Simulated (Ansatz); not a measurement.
Reactions of CH2I2, SMILES `ICI`.

Isolated molecules relaxed with PBE0-D4/def2-TZVP in Ansatz; ΔE leaves out vibrations. CBS: MP2 limit from def2 TZ/QZ plus the TZ coupled-cluster correction, frozen cores. This one scheme is used for every species, atoms too. Functionals use def2-TZVPP. Open shells (•) are unrestricted, without spin–orbit coupling. Spin–orbit coupling would lower the free atoms: a little for Cl, F. Elements past krypton have def2 core potentials. For I, Te outer-core shells are correlated without core-valence functions, so the limit isn't a true one: a few kJ/mol of doubt a bond, and 10 to 20 or more in all where bonds break to atoms.

```json
{"reaction": "`ICI` + trifluoromethane → `FC(F)(F)CI` + HI", "B97M-V (kJ/mol)": "-39", "PBE0-D4 (kJ/mol)": "-31", "CCSD(T)/CBS(def2) (kJ/mol)": "-26"}
{"reaction": "`ICI` + HCl → `ClCI` + HI", "B97M-V (kJ/mol)": "15", "PBE0-D4 (kJ/mol)": "15", "CCSD(T)/CBS(def2) (kJ/mol)": "24"}
{"reaction": "`ICI` + F• → `I[CH]I`• + H–F", "B97M-V (kJ/mol)": "-153", "PBE0-D4 (kJ/mol)": "-154", "CCSD(T)/CBS(def2) (kJ/mol)": "-158"}
{"reaction": "`ICI` + H• → `I[CH]I`• + H₂", "B97M-V (kJ/mol)": "-32", "PBE0-D4 (kJ/mol)": "-21", "CCSD(T)/CBS(def2) (kJ/mol)": "-23"}
{"reaction": "`ICI` + H₂Te → `[TeH]CI` + HI", "B97M-V (kJ/mol)": "-14", "PBE0-D4 (kJ/mol)": "-15", "CCSD(T)/CBS(def2) (kJ/mol)": "-16"}
{"reaction": "`ICI` + Cl• → `I[CH]I`• + HCl", "B97M-V (kJ/mol)": "-32", "PBE0-D4 (kJ/mol)": "-23", "CCSD(T)/CBS(def2) (kJ/mol)": "-13"}
{"reaction": "`ICI` + `[CH3]`• → `I[CH]I`• + CH₄", "B97M-V (kJ/mol)": "-50", "PBE0-D4 (kJ/mol)": "-43", "CCSD(T)/CBS(def2) (kJ/mol)": "-35"}
```

Largest T1 diagnostic: 0.016, for `I[CH]I`•.
